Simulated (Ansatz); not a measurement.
`OCc1ccccc1` + H₂ → `Cc1ccccc1` + H₂O at 298.15 K and 1 bar (hydrogenolysis of a C–O bond).

Computed with Ansatz on PBE0-D4/def2-TZVP structures; ΔE is electronic, products minus reactants. CBS: MP2 limit from def2 TZ/QZ plus the TZ coupled-cluster correction, frozen cores. This one scheme is used for every species. Each species was taken in one conformer, which may not be the lowest.

| species | CCSD(T)/CBS energy (Eh) | H − E (kJ/mol) | S (J/(mol·K)) |
| --- | --- | --- | --- |
| `OCc1ccccc1` | -346.35125 | 372.2 | 350.4 |
| H₂ | -1.17544 | 35.1 | 130.4 |
| `Cc1ccccc1` | -271.18948 | 355.0 | 335.8 |
| H₂O | -76.37941 | 66.4 | 188.7 |

H − E and S are ideal-gas, rigid-rotor, harmonic terms from PBE0-D4/def2-TZVP, for one conformer and one mirror image of each species. For small species the MP2-based limit differs from directly extrapolated CCSD(T) by up to some mEh (0.8 for H₂); such offsets cancel only in part. 1 Eh = 2625.50 kJ/mol, R = 8.31446 J/(mol·K).

Task: By hand: ΔE, ΔH, ΔS and ΔG.

Result: ΔE = (-271.18948) + (-76.37941) − (-346.35125) − (-1.17544) = -0.04220 Eh = -110.8 kJ/mol. Δ(H − E) = 355.0 + 66.4 − 372.2 − 35.1 = 14.1, so ΔH = -96.7 kJ/mol. ΔS = 335.8 + 188.7 − 350.4 − 130.4 = 43.7 J/(mol·K). ΔG = -96.7 − 298.15 × (43.7)/1000 = -109.7 kJ/mol.

Task: By hand: the equilibrium constant, and the temperature at which ΔG would vanish if ΔH and ΔS stayed fixed.

Result: log₁₀ K = −ΔG/(RT ln 10) = 19.2. ΔH and −TΔS have one sign here, so there is no such temperature.

ΔH outweighs TΔS. A doubt of 5 kJ/mol in ΔE shifts log₁₀ K by 0.9 here. Other conformers and mirror images would add mixing entropy, several J/(mol·K) or more a flexible species. Modes under 60 cm⁻¹, often nearly free rotors, make the harmonic entropy too high. These are equilibria of isolated gas molecules and say nothing of rates. Largest T1 diagnostic: 0.010 (customary marks: 0.02 for closed shells, 0.045 for open ones).
